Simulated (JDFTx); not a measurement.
# SnO2 (R-3m) in JDFTx: equation of state, part 2 of 2

JDFTx 1.7.0 (patched build). Earlier steps stand in the parts before.

### Step 4. Equation of state, PBEsol, 14.21 Å³/atom (volume scaled by 0.98)

File SnO2.in:

```
lattice \
    3.0353532643    -3.0353532643     0.0000000000 \
    1.7524620242     1.7524620242    -3.5049240487 \
    9.0109187863     9.0109187863     9.0109187863
coords-type Lattice
ion Sn     0.5000000000     0.5000000000     0.5000000000 1
ion O      0.7628300000     0.7628300000     0.7628300000 1
ion O      0.2371700000     0.2371700000     0.2371700000 1

ion-species pseudo/Sn.upf
ion-species pseudo/O.upf
elec-cutoff 42 336
elec-ex-corr gga-PBEsol
kpoint-folding 10 10 10
elec-smearing Fermi 0.0018374661
elec-n-bands 19
electronic-SCF nIterations 100 energyDiffThreshold 1e-09
electronic-minimize nIterations 30 energyDiffThreshold 1e-7
forces-output-coords Cartesian

dump-name run.$VAR
dump End Ecomponents EigStats BandEigs Kpoints Forces Stress ElecDensity Dtot KEdensity
```

The run is started by

```console
> jdftx -c 1 -i SnO2.in -o SnO2.out
```

It took 14 min on 1 thread of Intel Xeon Platinum 8259CL at 2.50GHz (Skylake/Cascade Lake), shared host; peak memory 0.51 GiB.

The run converged. Its results:

- Free energy: -2712.6671 eV
- Pressure: -1.3 GPa
- Largest force: 0.114 eV/Å
- Band gap on the k mesh: 1.96 eV, indirect (least direct gap 2.08 eV)
- Loewdin charges: Sn +1.62; O -0.75 e

Caveat: spin-orbit coupling is left out, which moves the levels of the heavy elements.

### Step 5. Equation of state, PBEsol, 14.50 Å³/atom

Changes to SnO2.in since step 4:

```diff
@@ -1,5 +1,5 @@
 lattice \
-    3.0353532643    -3.0353532643     0.0000000000 \
-    1.7524620242     1.7524620242    -3.5049240487 \
-    9.0109187863     9.0109187863     9.0109187863
+    3.0558630302    -3.0558630302     0.0000000000 \
+    1.7643033431     1.7643033431    -3.5286066862 \
+    9.0718052197     9.0718052197     9.0718052197
 coords-type Lattice
```

Potentials or basis: PseudoDojo-SR-PBEsol-0.4.1-standard with smoothed tails.

The run is started by

```console
> jdftx -c 1 -i SnO2.in -o SnO2.out
```

Standard output:

```text
*************** JDFTx 1.7.0 (patched build) ***************

Input parsed successfully to the following command list (including defaults):
[... the input with its defaults ...]

---------- Setting up symmetries ----------

Non-trivial transmission matrix:
[   1   0   0  ]
[  -1   1   0  ]
[   0  -1   1  ]
with reduced lattice vectors:
[      6.111726     -3.055863      0.000000  ]
[      0.000000      5.292910     -3.528607  ]
[      0.000000      0.000000      9.071805  ]

Found 12 point-group symmetries of the bravais lattice
Found 12 space-group symmetries with basis
Applied RMS atom displacement 0 bohrs to make symmetries exact.

---------- Initializing the Grid ----------
R =
[      3.05586     -3.05586            0  ]
[       1.7643       1.7643     -3.52861  ]
[      9.07181      9.07181      9.07181  ]
unit cell volume = 293.462
G =
[    1.02805   0.593547   0.230869  ]
[   -1.02805   0.593547   0.230869  ]
[ 1.68553e-17   -1.18709   0.230869  ]
Minimum fftbox size, Smin = [  84  84  84  ]
Chosen fftbox size, S = [  84  84  84  ]

---------- Initializing tighter grid for wavefunction operations ----------
R =
[      3.05586     -3.05586            0  ]
[       1.7643       1.7643     -3.52861  ]
[      9.07181      9.07181      9.07181  ]
unit cell volume = 293.462
G =
[    1.02805   0.593547   0.230869  ]
[   -1.02805   0.593547   0.230869  ]
[ 1.68553e-17   -1.18709   0.230869  ]
Minimum fftbox size, Smin = [  60  60  60  ]
Chosen fftbox size, S = [  60  60  60  ]

---------- Exchange Correlation functional ----------
Initalized PBEsol GGA exchange.
Initalized PBEsol GGA correlation.

---------- Setting up pseudopotentials ----------
Width of ionic core gaussian charges (only for fluid interactions / plotting) set to 0

Reading pseudopotential file 'pseudo/Sn.upf':
  'Sn' pseudopotential, 'PBESOL' functional
  Generated using ONCVPSP code by D. R. Hamann
  14 valence electrons, 3 orbitals, 6 projectors, 1001 radial grid points, with lMax = 2
    4D    l: 2   occupation: 10.0   eigenvalue: -0.947846
[... 41 lines left out ...]
LCAOMinimize: Iter:   5  F: -99.5484386683422997  |grad|_K:  2.286e-07  alpha:  7.524e-01  linmin:  1.489e-03  cgtest: -7.035e-03
	FillingsUpdate:  mu: +0.293019550  nElectrons: 26.000000
LCAOMinimize: Iter:   6  F: -99.5484386693272540  |grad|_K:  8.294e-09  alpha:  9.009e-01  linmin:  2.938e-03  cgtest:  1.764e-03
LCAOMinimize: Converged (|Delta F|<1.000000e-06 for 2 iters).

-------- Electronic minimization -----------
Will mix electronic density at each iteration.
	FillingsUpdate:  mu: +0.293019550  nElectrons: 26.000000
	FillingsUpdate:  mu: +0.277127770  nElectrons: 26.000000
SCF: Cycle:  0   F: -99.638319544999391   dF: -8.988e-02   |Residual|: 2.162e-01   |deigs|: 9.698e-02
	FillingsUpdate:  mu: +0.253552342  nElectrons: 26.000000
SCF: Cycle:  1   F: -99.684785841930292   dF: -4.647e-02   |Residual|: 5.357e-02   |deigs|: 2.269e-02
	FillingsUpdate:  mu: +0.259741402  nElectrons: 26.000000
SCF: Cycle:  2   F: -99.687199221943771   dF: -2.413e-03   |Residual|: 2.517e-02   |deigs|: 5.818e-03
	FillingsUpdate:  mu: +0.263593636  nElectrons: 26.000000
SCF: Cycle:  3   F: -99.688068839150020   dF: -8.696e-04   |Residual|: 7.342e-03   |deigs|: 4.878e-03
	FillingsUpdate:  mu: +0.264681455  nElectrons: 26.000000
SCF: Cycle:  4   F: -99.688124845649710   dF: -5.601e-05   |Residual|: 2.692e-03   |deigs|: 2.031e-03
	FillingsUpdate:  mu: +0.265605751  nElectrons: 26.000000
SCF: Cycle:  5   F: -99.688131755192416   dF: -6.910e-06   |Residual|: 1.318e-03   |deigs|: 8.935e-04
	FillingsUpdate:  mu: +0.265759617  nElectrons: 26.000000
SCF: Cycle:  6   F: -99.688134206473165   dF: -2.451e-06   |Residual|: 2.205e-04   |deigs|: 3.260e-04
	FillingsUpdate:  mu: +0.265764180  nElectrons: 26.000000
SCF: Cycle:  7   F: -99.688134344366119   dF: -1.379e-07   |Residual|: 4.990e-05   |deigs|: 4.306e-05
	FillingsUpdate:  mu: +0.265771704  nElectrons: 26.000000
SCF: Cycle:  8   F: -99.688134366142563   dF: -2.178e-08   |Residual|: 2.637e-05   |deigs|: 1.562e-05
	FillingsUpdate:  mu: +0.265769158  nElectrons: 26.000000
SCF: Cycle:  9   F: -99.688134371804097   dF: -5.662e-09   |Residual|: 1.284e-05   |deigs|: 1.836e-05
	FillingsUpdate:  mu: +0.265768187  nElectrons: 26.000000
SCF: Cycle: 10   F: -99.688134373297856   dF: -1.494e-09   |Residual|: 3.632e-06   |deigs|: 9.670e-06
	FillingsUpdate:  mu: +0.265768029  nElectrons: 26.000000
SCF: Cycle: 11   F: -99.688134373700365   dF: -4.025e-10   |Residual|: 1.354e-06   |deigs|: 6.600e-06
	FillingsUpdate:  mu: +0.265767816  nElectrons: 26.000000
SCF: Cycle: 12   F: -99.688134373829413   dF: -1.290e-10   |Residual|: 6.268e-07   |deigs|: 7.146e-06
SCF: Converged (|Delta E|<1.000000e-09 for 2 iters).

Setting wave functions to eigenvectors of Hamiltonian

# Stress tensor in Cartesian coordinates [Eh/a0^3]:
[  0.000156168            0            0  ]
[            0  0.000156168            0  ]
[            0            0  0.000112258  ]

# Ionic positions in lattice coordinates:
ion Sn   0.500000000000000   0.500000000000000   0.500000000000000 1
ion O   0.762830000000000   0.762830000000000   0.762830000000000 1
ion O   0.237170000000000   0.237170000000000   0.237170000000000 1

# Forces in Cartesian coordinates:
force Sn  -0.000000000000000  -0.000000000000000   0.000000000000000 1
force O   0.000000000000000   0.000000000000003   0.006368626211234 1
force O   0.000000000000000  -0.000000000000001  -0.006368626211235 1

# Energy components:
   Eewald =      -65.2851045800867382
       EH =       33.3098907702425393
     Eloc =      -91.2410898456161590
      Enl =      -27.7083596650149602
      Exc =      -30.1111860360520609
 Exc_core =       11.9157911182614455
       KE =       69.4319238644555696
-------------------------------------
     Etot =      -99.6881343738103851
       TS =        0.0000000000190320
-------------------------------------
        F =      -99.6881343738294134

IonicMinimize: Iter:   0  F: -99.688134373829413  |grad|_K:  3.002e-03
IonicMinimize: None of the convergence criteria satisfied after 0 iterations.

#--- Lowdin population analysis ---
# oxidation-state Sn +1.606
# oxidation-state O -0.741 -0.741

Dumping 'run.eigStats' ...
	eMin: -0.527046 at state 5 ( [ +0.000000 +0.000000 +0.500000 ] spin 0 )
	HOMO: +0.227601 at state 21 ( [ +0.000000 +0.200000 -0.200000 ] spin 0 )
	mu  : +0.265768
	LUMO: +0.295067 at state 0 ( [ +0.000000 +0.000000 +0.000000 ] spin 0 )
	eMax: +0.853230 at state 31 ( [ +0.100000 +0.100000 +0.100000 ] spin 0 )
	HOMO-LUMO gap: +0.067466
	Optical gap  : +0.071026 at state 0 ( [ +0.000000 +0.000000 +0.000000 ] spin 0 )
Done!
[note: mu as printed may lie anywhere between the filled and the empty levels]
```

Run time: 14 min. Hardware: 1 thread of Intel Xeon Platinum 8259CL at 2.50GHz (Skylake/Cascade Lake), shared host; peak memory 0.53 GiB.

What came out:

| Item | Value |
| --- | --- |
| Free energy | -2712.6523 eV |
| Pressure | -4.2 GPa |
| Largest force | 0.327 eV/Å |
| Band gap on the k mesh | 1.84 eV, indirect (least direct gap 1.93 eV) |
| Loewdin charges | Sn +1.61; O -0.74 e |

Caveat: spin-orbit coupling is left out, which moves the levels of the heavy elements.

### Step 6. Equation of state, PBEsol, 14.79 Å³/atom (volume scaled by 1.02)

Changes to SnO2.in since step 5:

```diff
@@ -1,5 +1,5 @@
 lattice \
-    3.0558630302    -3.0558630302     0.0000000000 \
-    1.7643033431     1.7643033431    -3.5286066862 \
-    9.0718052197     9.0718052197     9.0718052197
+    3.0761011235    -3.0761011235     0.0000000000 \
+    1.7759878117     1.7759878117    -3.5519756234 \
+    9.1318851508     9.1318851508     9.1318851508
 coords-type Lattice
```

Potentials or basis: PseudoDojo-SR-PBEsol-0.4.1-standard with smoothed tails.

The run is started by

```console
> jdftx -c 1 -i SnO2.in -o SnO2.out
```

Run time: 14 min. Hardware: 1 thread of Intel Xeon Platinum 8259CL at 2.50GHz (Skylake/Cascade Lake), shared host; peak memory 0.54 GiB.

It converged, with:

| Property | Result |
| --- | --- |
| Free energy | -2712.6229 eV |
| Pressure | -6.7 GPa |
| Largest force | 0.523 eV/Å |
| Band gap on the k mesh | 1.71 eV, indirect (least direct gap 1.80 eV) |
| Loewdin charges | Sn +1.59; O -0.73 e |

Caveat: spin-orbit coupling is left out, which moves the levels of the heavy elements.

### Step 7. Equation of state, PBEsol, 15.08 Å³/atom (volume scaled by 1.04)

Changes to SnO2.in since step 6:

```diff
@@ -1,5 +1,5 @@
 lattice \
-    3.0761011235    -3.0761011235     0.0000000000 \
-    1.7759878117     1.7759878117    -3.5519756234 \
-    9.1318851508     9.1318851508     9.1318851508
+    3.0960763658    -3.0960763658     0.0000000000 \
+    1.7875205232     1.7875205232    -3.5750410466 \
+    9.1911847680     9.1911847680     9.1911847680
 coords-type Lattice
```

The run is started by

```console
> jdftx -c 1 -i SnO2.in -o SnO2.out
```

Run time: 14 min. Hardware: 1 thread of Intel Xeon Platinum 8259CL at 2.50GHz (Skylake/Cascade Lake), shared host; peak memory 0.55 GiB.

Results (log left out):

```
Free energy            : -2712.5804 eV
Pressure               : -9.0 GPa
Largest force          : 0.701 eV/Å
Band gap on the k mesh : 1.60 eV, indirect (least direct gap 1.67 eV)
Loewdin charges        : Sn +1.58; O -0.73 e
```

Caveat: spin-orbit coupling is left out, which moves the levels of the heavy elements.

### Step 8. Equation of state, PBEsol

Potentials or basis: PseudoDojo-SR-PBEsol-0.4.1-standard with smoothed tails.

No new run: the results of the series are fitted here.

Results:

```yaml
Equilibrium_volume: 14.09 Å³/atom
Bulk_modulus_at_fixed_shape_and_positions: 155 GPa
Pressure_derivative_of_the_bulk_modulus: 4.8
```

Energy against volume, from the lowest point:
| volume (Å³/atom) | energy (meV/atom) |
| --- | --- |
| 13.626 | 7.36 |
| 13.916 | 0.58 |
| 14.206 | 0.00 |
| 14.496 | 4.93 |
| 14.785 | 14.74 |
| 15.075 | 28.90 |

Caveat: the cell was scaled at fixed shape and fractional positions, which overstates the stiffness of a crystal with free parameters, most of all of layers and chains.
